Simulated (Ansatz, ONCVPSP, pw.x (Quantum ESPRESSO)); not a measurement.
## Which Ir potential is closest to all-electron in the bcc crystal?

All use PBE, scalar-relativistic, no spin, cutoffs from each file’s atomic test, pw.x 7.5; 15³ k-points, Fermi–Dirac smearing 0.01 Ry. Δ is the rms difference from all-electron LAPW of the E(V) curves that follow from fits to the pressures, over ±6 % in volume. Mesh and smearing are coarse and serve the comparison alone. The files are a selection: those with a ghost or negative overlap were mostly not run, and those with noisy or unconverged pressures or nearly equal Δ are left out.

All-electron: a0 = 3.113 Å (V0 = 15.09 Å³/atom), B0 = 303.1 GPa.

Rank them by Δ, smallest first.
A. optimised norm-conserving Vanderbilt (ONCV), ONCVPSP 4.0.1.1 (patched build), PBE; core [Kr] 4d10 4f14, reference 5s2 5p6 5d6; waves: 5s: rc 1.50 bohr, ncon 4, nbas 8, qcut 8.6 1/bohr, 2 projectors, debl 1.2 Ha; 5p: rc 1.50 bohr, ncon 3, nbas 7, qcut 9.4 1/bohr, 2 projectors, debl 1.3 Ha; 5d: rc 2.20 bohr, ncon 5, nbas 9, qcut 7.1 1/bohr, 1 projector; local part: polynomial inside 1.45 bohr (lpopt 4, dvloc0 3 Ha); core correction: none. In the s channel the program set the typed energies aside and used -4.761, 0.050 Ha. In the p channel the program set the typed energies aside and used -3.162, 0.250 Ha.
B. optimised norm-conserving Vanderbilt (ONCV), ONCVPSP 4.0.1.1 (patched build), PBE; core [Kr] 4d10 4f14, reference 5s2 5p6 5d7 6s1; waves: 5s+6s: rc 1.75 bohr, ncon 4, nbas 8, qcut 5.5 1/bohr, 2 projectors; 5p: rc 1.50 bohr, ncon 4, nbas 7, qcut 10.8 1/bohr, 3 projectors, debl 3.2 Ha; 5d: rc 1.45 bohr, ncon 4, nbas 8, qcut 7.3 1/bohr, 2 projectors, debl 0.6 Ha; f scattering state at 0.22 Ha: rc 1.45 bohr, ncon 4, nbas 7, qcut 8 1/bohr, 1 projector; local part: polynomial inside 1.10 bohr (lpopt 3, dvloc0 3 Ha); core correction: none.
C. optimised norm-conserving Vanderbilt (ONCV), ONCVPSP 4.0.1.1 (patched build), PBE; core [Kr] 4d10 4f14, reference 5s2 5p6 5d7 6s2; waves: 5s+6s: rc 1.35 bohr, ncon 3, nbas 6, qcut 7.9 1/bohr, 2 projectors; 5p: rc 1.40 bohr, ncon 4, nbas 8, qcut 8.6 1/bohr, 1 projector; 5d: rc 1.65 bohr, ncon 4, nbas 8, qcut 6.9 1/bohr, 2 projectors, debl 4 Ha; local part: polynomial inside 1.25 bohr (lpopt 4, dvloc0 6 Ha); core correction: polynomial model core, fcfact 0.7.

B (3.2 meV/atom), A (5.0 meV/atom), C (8.8 meV/atom).
